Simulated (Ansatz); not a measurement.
# TlBr: pressure against volume

One table from this session's results is given with a row withheld; the runs are named, their logs left out.

The COD entry's cell or inner coordinates are ideal or old and differ from later refinements, so a difference from it is no clean test against experiment.

Method: DFT PBE, scalar-relativistic, in Ansatz 0.2.0.

### The system as given

The structure is cubic, space group Pm-3m (No. 221). The conventional cell has a = 3.970 Å, b = 3.970 Å, c = 3.970 Å, α = 90.00°, β = 90.00°, γ = 90.00°. Tl (site symmetry m-3m) has 8 Br at 3.44 Å as nearest neighbours. Around Br (site symmetry m-3m) lie 8 Tl at 3.44 Å.

Coordinates:

```
Tl Br
1.0
     3.97000    0.00000    0.00000
     0.00000    3.97000    0.00000
     0.00000    0.00000    3.97000
Tl Br
1 1
Direct
  0.00000 0.00000 0.00000
  0.50000 0.50000 0.50000
```

The cell is a deposited one (Crystallography Open Database entry 9008793); the temperature and pressure of the measurement aren't taken into account, and nothing was relaxed.

Atoms are numbered in the order of the input: Tl1, Br2.

The first run:

Input file input.yaml:

```yaml
crystal:
  lattice:
    - [3.8896462607, 0.0, 0.0]
    - [0.0, 3.8896462607, 0.0]
    - [0.0, 0.0, 3.8896462607]
  atoms:
    - { symbol: Tl, position: [0.0, 0.0, 0.0] }
    - { symbol: Br, position: [0.5, 0.5, 0.5] }
kpoints:
  mp_grid: { grid: [8, 8, 8] }
scf:
  occupations: { method: fermi_dirac, width: 0.03 }
hamiltonian:
  xc: pbe
  pseudopotentials: { kind: all_electron, lapw: { basis_error: 0.001 } }
output:
  forces: true
  stress: true
  eigenvalues: true
```

Among the steps run: Volume × 0.9405, LAPW; Volume × 0.9405, PAW; Volume × 0.9405, crystal datasets; Volume × 0.97, LAPW; Volume × 0.97, PAW; Volume × 1.03, LAPW; Volume × 1.03, PAW; Volume × 1.06, LAPW; Volume × 1.06, PAW; Volume × 1.06, crystal datasets.

One table of the session follows, with a row left open; its other results are not shown here.

```
          method  volume (Å³/atom)  pressure (GPa)  gap on the k mesh (eV)
            LAPW            29.424            3.33                    1.66
            LAPW            30.347            2.30                    1.75
            LAPW            31.285            1.43                    1.84
            LAPW            32.224            0.69                    1.91
            LAPW            33.163            0.07                    1.99
             PAW            29.424            3.33                    1.66
             PAW            30.347            2.30                    1.75
             PAW            31.285            1.43                    1.84
             PAW            32.224            0.69                    1.91
             PAW            33.163               ?                       ?
crystal datasets            29.424            3.33                    1.66
crystal datasets            31.285            1.43                    1.84
crystal datasets            33.163            0.07                    1.99
```

**Question.** Estimate the row for PAW, 33.163.

As computed: pressure (GPa): 0.07; gap on the k mesh (eV): 1.98.

Limits of these values: Warnings in the runs' records: gradients without spin orbit, crystal datasets made.
